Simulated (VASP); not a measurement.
# LiF (Pm-3m) in VASP: a series of runs

Aim: see how the results for LiF move with the level of theory and the settings. Levels: HSE06, PBEsol. Tasks: single point.

Everything below comes from runs of VASP 6.6.1. Logs are shortened: lines on timing, memory, paths and dates and some standing lists are left out, and cuts for length are marked.

**1. The crystal as given**

The structure is cubic, space group Pm-3m (No. 221). Conventional cell: a = 2.516 Å, b = 2.516 Å, c = 2.516 Å, α = 90.00°, β = 90.00°, γ = 90.00°. Li (site symmetry m-3m) is surrounded by 8 F at 2.18 Å. F (site symmetry m-3m) is surrounded by 8 Li at 2.18 Å.

The cell was built by a generator and needn't be a form met in nature.

**2. Single point, HSE06**

The input, POSCAR:

```
LiF
1.0
    2.5162584438      0.0000000000      0.0000000000
    0.0000000000      2.5162584438      0.0000000000
    0.0000000000      0.0000000000      2.5162584438
Li F
1 1
Direct
    0.0000000000      0.0000000000      0.0000000000
    0.5000000000      0.5000000000      0.5000000000
```

The input, INCAR.step1:

```
SYSTEM = LiF
PREC = Accurate ; ENCUT = 520
EDIFF = 1E-5 ; ISMEAR = 0
SIGMA = 0.01 ; LREAL = .False.
LASPH = .True. ; NELM = 60
ALGO = Normal ; ISIF = 2
LWAVE = .True. ; LCHARG = .False.
GGA = PE ; NBANDS = 12
```

The input, INCAR.step2:

```
SYSTEM = LiF
PREC = Accurate ; ENCUT = 520
EDIFF = 1E-6 ; ISMEAR = 0
SIGMA = 0.01 ; LREAL = .False.
LASPH = .True. ; NELM = 60
ALGO = Normal ; ISIF = 2
LWAVE = .False. ; LCHARG = .False.
GGA = PE ; LHFCALC = .True.
HFSCREEN = 0.2079 ; PRECFOCK = Normal
ISTART = 1 ; NBANDS = 12
```

The input, KPOINTS:

```
Automatic mesh
0
Gamma
  4 4 4
  0 0 0
```

Potentials or basis: VASP PAW PBE potentials, release 64 (Li_sv, F).

Command:

```
$ cat potpaw_PBE.64/Li_sv/POTCAR potpaw_PBE.64/F/POTCAR > POTCAR
$ cp INCAR.step1 INCAR
$ mpirun -np 1 vasp_std > vasp.out
$ cp INCAR.step2 INCAR
$ mpirun -np 1 vasp_std > vasp.out
```

OUTCAR:

```text
SYSTEM = LiF
   PREC = Accurate
   ENCUT = 520
   EDIFF = 1E-6
   ISMEAR = 0
   LREAL = .False.
   LASPH = .True.
   NELM = 60
   ISIF = 2
   GGA = PE
   LHFCALC = .True.
   HFSCREEN = 0.2079
   PRECFOCK = Normal
   ISTART = 1

 ion  position               nearest neighbor table
   1  0.000  0.000  0.000-   2 2.18   2 2.18   2 2.18   2 2.18   2 2.18   2 2.18   2 2.18   2 2.18

   2  0.500  0.500  0.500-   1 2.18   1 2.18   1 2.18   1 2.18   1 2.18   1 2.18   1 2.18   1 2.18

  LATTYP: Found a simple cubic cell.
 ALAT       =     2.5162584438

  Lattice vectors:

 A1 = (   2.5162584438,   0.0000000000,   0.0000000000)
 A2 = (   0.0000000000,   2.5162584438,   0.0000000000)
 A3 = (   0.0000000000,   0.0000000000,   2.5162584438)

Analysis of symmetry for initial positions (statically):
=====================================================================
 Subroutine PRICEL returns:
 Original cell was already a primitive cell.

 Routine SETGRP: Setting up the symmetry group for a
 simple cubic supercell.

 Subroutine GETGRP returns: Found 48 space group operations
 (whereof 48 operations were pure point group operations)
 out of a pool of 48 trial point group operations.

The static configuration has the point symmetry O_h .

Analysis of symmetry for dynamics (positions and initial velocities):
=====================================================================
 Subroutine PRICEL returns:
 Original cell was already a primitive cell.

 Routine SETGRP: Setting up the symmetry group for a
 simple cubic supercell.

 Subroutine GETGRP returns: Found 48 space group operations
 (whereof 48 operations were pure point group operations)
 out of a pool of 48 trial point group operations.

The dynamic configuration has the point symmetry O_h .

 Subroutine INISYM returns: Found 48 space group operations
 (whereof 48 operations are pure point group operations),
 and found     1 'primitive' translations

----------------------------------------------------------------------------------------

                                     Primitive cell

  volume of cell :      15.9318

  direct lattice vectors                    reciprocal lattice vectors
     2.516258444  0.000000000  0.000000000     0.397415457  0.000000000  0.000000000
     0.000000000  2.516258444  0.000000000     0.000000000  0.397415457  0.000000000
     0.000000000  0.000000000  2.516258444     0.000000000  0.000000000  0.397415457

  length of vectors
     2.516258444  2.516258444  2.516258444     0.397415457  0.397415457  0.397415457

  position of ions in fractional coordinates (direct lattice)
     0.000000000  0.000000000  0.000000000
     0.500000000  0.500000000  0.500000000

  ion indices of the primitive-cell ions
   primitive index   ion index
                 1           1
                 2           2

----------------------------------------------------------------------------------------

 KPOINTS: Automatic mesh

Automatic generation of k-mesh.
 Grid dimensions read from file:
 generate k-points for:    4    4    4

 Generating k-lattice:

  Cartesian coordinates                     Fractional coordinates (reciprocal lattice)
     0.099353864  0.000000000  0.000000000     0.250000000  0.000000000  0.000000000
     0.000000000  0.099353864  0.000000000     0.000000000  0.250000000  0.000000000
     0.000000000  0.000000000  0.099353864     0.000000000  0.000000000  0.250000000

  Length of vectors
     0.099353864  0.099353864  0.099353864

  Shift w.r.t. Gamma in fractional coordinates (k-lattice)
     0.000000000  0.000000000  0.000000000

 Subroutine IBZKPT returns following result:
 ===========================================

 Found     10 irreducible k-points:

 Following reciprocal coordinates:
            Coordinates               Weight
  0.000000  0.000000  0.000000      1.000000
  0.250000  0.000000  0.000000      6.000000
  0.500000  0.000000  0.000000      3.000000
  0.250000  0.250000  0.000000     12.000000
  0.500000  0.250000  0.000000     12.000000
  0.500000  0.500000  0.000000      3.000000
  0.250000  0.250000  0.250000      8.000000
  0.500000  0.250000  0.250000     12.000000
  0.500000  0.500000  0.250000      6.000000
  0.500000  0.500000  0.500000      1.000000
   k-points           NKPTS =     10   k-points in BZ     NKDIM =     64   number of bands    NBANDS=     12
   number of dos      NEDOS =    301   number of ions     NIONS =      2
   total plane-waves  NPLWV =   8000
   dimension x,y,z NGX =    20 NGY =   20 NGZ =   20
   dimension x,y,z NGXF=    40 NGYF=   40 NGZF=   40
   ions per type =               1   1
   NGX,Y,Z   is equivalent  to a cutoff of  13.21, 13.21, 13.21 a.u.
   NGXF,Y,Z  is equivalent  to a cutoff of  26.43, 26.43, 26.43 a.u.
 SYSTEM =  LiF
   PREC   = accura    normal or accurate (medium, high low for compatibility)
   ISTART =      1    job   : 0-new  1-cont  2-samecut
   ICHARG =      0    charge: 1-file 2-atom 10-const
   ISPIN  =      1    spin polarized calculation?
   LNONCOLLINEAR =      F non collinear calculations
   LSORBIT =      F    spin-orbit coupling
   LASPH  =      T    aspherical Exc in radial PAW
   ENCUT  =  520.0 eV  38.22 Ry    6.18 a.u.   4.68  4.68  4.68*2*pi/ulx,y,z
   NELM   =     60;   NELMIN=  2; NELMDL=  0     # of ELM steps
   EDIFF  = 0.1E-05   stopping-criterion for ELM
   LREAL  =      F    real-space projection
   EDIFFG = 0.1E-04   stopping-criterion for IOM
   NSW    =      0    number of steps for IOM
   IBRION =     -1    ionic relax: 0-MD 1-quasi-New 2-CG
   NFREE  =      0    steps in history (QN), initial steepest desc. (CG)
   ISIF   =      2    stress and relaxation
   ISYM   =      3    0-nonsym 1-usesym 2-fastsym
   POTIM  = 0.5000    time-step for ionic-motion
   TEBEG  =    0.0;   TEEND  =   0.0 temperature during run
   PSTRESS=    0.0 pullay stress
   NELECT =      10.0000    total number of electrons
   NUPDOWN=      -1.0000    fix difference up-down
   EMIN   =  10.00;   EMAX   =-10.00  energy-range for DOS
   EFERMI =   0.00;   METHOD = LEGACY
   ISMEAR =     0;   SIGMA  =   0.01  broadening in eV -4-tet -1-fermi 0-gaus
   EFERMI_NEDOS =   21; number of points for ismear=-14 and -15
   IALGO  =     38    algorithm
   IMIX   =      1    mixing-type and parameters
     AMIX     =   0.40;   BMIX     =  1.00
     AMIX_MAG =   1.60;   BMIX_MAG =  1.00
  volume/ion in A,a.u.               =       7.97        53.76
  Fermi-wavevector in a.u.,A,eV,Ry     =   1.401693  2.648816 26.731957  1.964743
  Thomas-Fermi vector in A             =   2.524529
   LORBIT       =      0    0 simple, 1 ext, 2 COOP (PROOUT), +10 PAW based schemes
   GGA     = PE    functional components
   LHFCALC =     T    Hartree Fock is set to
   PRECFOCK=normal    Normal, Fast or Accurate (Low or Medium for compatibility)
   ENCUT4O =  -1.0   cutoff for four orbital integrals eV
   NKREDX  =     1    reduce k-point grid by
   NKREDY  =     1    reduce k-point grid by
   NKREDZ  =     1    reduce k-point grid by
   AEXX    =    0.2500 exact exchange contribution
   HFSCREEN=    0.2079 screening length (either q_TF or 0.3 A-1)
   HFSCREENC=   0.2079 screening length for correlation (either q_TF or 0.3 A-1)
   ENCUTFOCK=  -1.0 apply spherical cutoff to Coloumb kernel
   IVDW    =     0    specifies the selected vdW correction
   LEPSILON=     F    determine dielectric tensor
   LRPA    =     F    only Hartree local field effects (RPA)
 non-spin polarized calculation
 Gauss-broadening in eV      SIGMA  =   0.01
  energy-cutoff  :      520.00
  volume of cell :       15.93
 maximum number of plane-waves:       442
 NGX is ok and might be reduce to    20
  NGX = 16; NGY = 16; NGZ = 16

 number of electron      10.0000023 magnetization

 Free energy of the ion-electron system (eV)
  ---------------------------------------------------
  ext. energy  EPLUGINS =         0.00000000
  ---------------------------------------------------
  free energy    TOTEN  =       -10.75892795 eV

  energy without entropy =      -10.75892795  energy(sigma->0) =      -10.75892795

 E-fermi :  -0.9360     XC(G=0):  -8.3193

 val. band max:       -1.1837318478   @ k =   0.5000   0.5000   0.0000
 cond. band min:       8.9957350830   @ k =   0.0000   0.0000   0.0000
 fundamental gap:     10.1794669308
 Fermi energy:        -0.9359898042

 k-point     1 :       0.0000    0.0000    0.0000
  band No.  band energies     occupation
      1     -46.1574      2.00000
      2     -23.8562      2.00000
      3      -1.9457      2.00000
      4      -1.9457      2.00000
      5      -1.9457      2.00000
      6       8.9957      0.00000
      7      20.2878      0.00000
      8      20.2878      0.00000
      9      22.9294      0.00000
     10      22.9294      0.00000
     11      22.9294      0.00000
     12      40.9324      0.00000

 k-point     2 :       0.2500    0.0000    0.0000
  band No.  band energies     occupation
      1     -46.1292      2.00000
      2     -23.6020      2.00000
      3      -3.7808      2.00000
      4      -1.7278      2.00000
      5      -1.7278      2.00000
      6      10.0180      0.00000
      7      16.9628      0.00000
      8      21.7939      0.00000
      9      22.5414      0.00000
     10      22.5414      0.00000
     11      30.1468      0.00000
     12      33.8349      0.00000

 k-point     3 :       0.5000    0.0000    0.0000
  band No.  band energies     occupation
      1     -46.1010      2.00000
      2     -23.3281      2.00000
      3      -5.3018      2.00000
      4      -1.5005      2.00000
      5      -1.5005      2.00000
      6      10.4824      0.00000
      7      15.9624      0.00000
      8      22.0455      0.00000
      9      22.0455      0.00000
     10      25.8967      0.00000
     11      26.7624      0.00000
     12      35.3230      0.00000
[... 76 lines left out ...]
 k-point     9 :       0.5000    0.5000    0.2500
  band No.  band energies     occupation
      1     -46.0341      2.00000
      2     -22.4757      2.00000
      3      -4.3248      2.00000
      4      -4.3248      2.00000
      5      -2.5377      2.00000
      6      13.4101      0.00000
      7      13.8636      0.00000
      8      13.8636      0.00000
      9      23.8765      0.00000
     10      27.0687      0.00000
     11      27.7573      0.00000
     12      27.7573      0.00000

 k-point    10 :       0.5000    0.5000    0.5000
  band No.  band energies     occupation
      1     -46.0141      2.00000
      2     -22.2169      2.00000
      3      -3.7511      2.00000
      4      -3.7511      2.00000
      5      -3.7511      2.00000
      6      12.3091      0.00000
      7      12.3091      0.00000
      8      12.3091      0.00000
      9      26.6217      0.00000
     10      26.6217      0.00000
     11      26.6217      0.00000
     12      27.9673      0.00000

------------------------ aborting loop because EDIFF is reached ----------------------------------------

  FORCE on cell =-STRESS in cart. coord.  units (eV):
  Direction    XX          YY          ZZ          XY          YZ          ZX
  --------------------------------------------------------------------------------------
  -------------------------------------------------------------------------------------
  Total        0.0579496      0.0579496      0.0579496      0.0000000      0.0000000      0.0000000
  in kB        5.8276762      5.8276762      5.8276762      0.0000000      0.0000000      0.0000000
  external PRESSURE =       5.8276762 kB  Pullay stress =       0.0000000 kB

 VOLUME and BASIS-vectors are now :
 -----------------------------------------------------------------------------
  energy-cutoff  :      520.00
  volume of cell :       15.93
      direct lattice vectors                 reciprocal lattice vectors
     2.516258444  0.000000000  0.000000000     0.397415457  0.000000000  0.000000000
     0.000000000  2.516258444  0.000000000     0.000000000  0.397415457  0.000000000
     0.000000000  0.000000000  2.516258444     0.000000000  0.000000000  0.397415457

 POSITION                                       TOTAL-FORCE (eV/Angst)
 -----------------------------------------------------------------------------------
      0.00000      0.00000      0.00000         0.000000      0.000000      0.000000
      1.25813      1.25813      1.25813         0.000000      0.000000      0.000000
 -----------------------------------------------------------------------------------
    total drift:                                0.000001      0.000001      0.000001

  FREE ENERGIE OF THE ION-ELECTRON SYSTEM (eV)
  ---------------------------------------------------
  free  energy   TOTEN  =       -10.7589279491 eV

  energy  without entropy=      -10.7589279491  energy(sigma->0) =      -10.75892795
```

It took 35 s on 1 thread of AMD EPYC 9R45 (Zen 5), shared host; peak memory 0.19 GiB.

Results:

* Free energy: -10.7589 eV
* Band gap on the k mesh: 10.18 eV, indirect (least direct gap 10.94 eV)

Levels at points of the mesh, in eV from the valence-band top:
```tsv
k point	band 2	band 3	band 4	band 5	band 6	band 7	band 8	band 9
(0.00, 0.00, 0.00)	-22.67	-0.76	-0.76	-0.76	10.18	21.47	21.47	24.11
(0.50, 0.00, 0.00)	-22.14	-4.12	-0.32	-0.32	11.67	17.15	23.23	23.23
(0.50, 0.50, 0.00)	-21.54	-3.65	-3.65	0.00	15.97	16.55	16.55	22.47
(0.50, 0.50, 0.50)	-21.03	-2.57	-2.57	-2.57	13.49	13.49	13.49	27.81
```

Caveat: the k mesh is coarse (spacing up to 0.62 Å⁻¹), so the values aren't converged, least of all with exact exchange; the cutoff is under 1.25 times the usual one of these potentials, so pressure, stress and relaxed cells hold a basis-set (Pulay) error; the PAW data sets were made with another functional, which shifts forces and pressure a little.

**3. Single point, PBEsol**

The input, INCAR:

```
  PREC = Accurate
  ENCUT = 520
  EDIFF = 1E-6
  ISMEAR = 0
  SIGMA = 0.01
  LREAL = F
  LASPH = T
  NELM = 100
  ALGO = Normal
  ISIF = 2
  LWAVE = F
  LCHARG = F
  GGA = PS
  NBANDS = 12
```

The input, KPOINTS:

```
Automatic mesh
0
Gamma
  8 8 8
```

POSCAR is that of step 2.

Potentials or basis: VASP PAW PBE potentials, release 64 (Li_sv, F).

Command:

```
$ cat potpaw_PBE.64/Li_sv/POTCAR potpaw_PBE.64/F/POTCAR > POTCAR
$ mpirun -np 1 vasp_std > vasp.out
```

Run time: 3.3 s. Hardware: 1 thread of AMD EPYC 9R45 (Zen 5), shared host; peak memory 0.09 GiB.

It converged, with:

- Free energy: -9.2849 eV
- Band gap on the k mesh: 7.81 eV, indirect (least direct gap 8.54 eV)

Levels at points of the mesh, in eV from the valence-band top:
| k point | band 3 | band 4 | band 5 | band 6 | band 7 | band 8 |
| --- | --- | --- | --- | --- | --- | --- |
| (0.00, 0.00, 0.00) | -0.73 | -0.73 | -0.73 | 7.81 | 18.88 | 18.88 |
| (0.50, 0.00, 0.00) | -3.96 | -0.30 | -0.30 | 9.23 | 14.45 | 20.68 |
| (0.50, 0.50, 0.00) | -3.53 | -3.53 | 0.00 | 13.52 | 13.91 | 13.91 |
| (0.50, 0.50, 0.50) | -2.45 | -2.45 | -2.45 | 11.07 | 11.07 | 11.07 |

Caveat: the cutoff is under 1.25 times the usual one of these potentials, so pressure, stress and relaxed cells hold a basis-set (Pulay) error; the PAW data sets were made with another functional, which shifts forces and pressure a little. A k mesh can miss the band edges.

**4. Single point, PBEsol**

The input, INCAR:

```
ALGO = Normal
EDIFF = 1E-7
ENCUT = 520
GGA = PS
ISIF = 2
ISMEAR = 0
LASPH = T
LCHARG = F
LREAL = F
LWAVE = F
NBANDS = 12
NELM = 60
PREC = Accurate
SIGMA = 0.01
```

The input, KPOINTS:

```
k-points
0
Gamma
  8 8 8
```

POSCAR is that of step 3.

Command:

```
$ cat potpaw_PBE.64/Li_sv/POTCAR potpaw_PBE.64/F/POTCAR > POTCAR
$ mpirun -np 1 vasp_std > vasp.out
```

It took 3.5 s on 1 thread of AMD EPYC 9R45 (Zen 5), shared host; peak memory 0.09 GiB.

It converged, with:

```
Free energy            : -9.2849 eV
Band gap on the k mesh : 7.81 eV, indirect (least direct gap 8.54 eV)
```

Levels at points of the mesh, in eV from the valence-band top:
```tsv
k point	band 3	band 4	band 5	band 6	band 7	band 8
(0.00, 0.00, 0.00)	-0.73	-0.73	-0.73	7.81	18.88	18.88
(0.50, 0.00, 0.00)	-3.96	-0.30	-0.30	9.23	14.45	20.68
(0.50, 0.50, 0.00)	-3.53	-3.53	0.00	13.52	13.91	13.91
(0.50, 0.50, 0.50)	-2.45	-2.45	-2.45	11.07	11.07	11.07
```

Caveat: the cutoff is under 1.25 times the usual one of these potentials, so pressure, stress and relaxed cells hold a basis-set (Pulay) error; the PAW data sets were made with another functional, which shifts forces and pressure a little.

(Continued in part 2 of 2.)
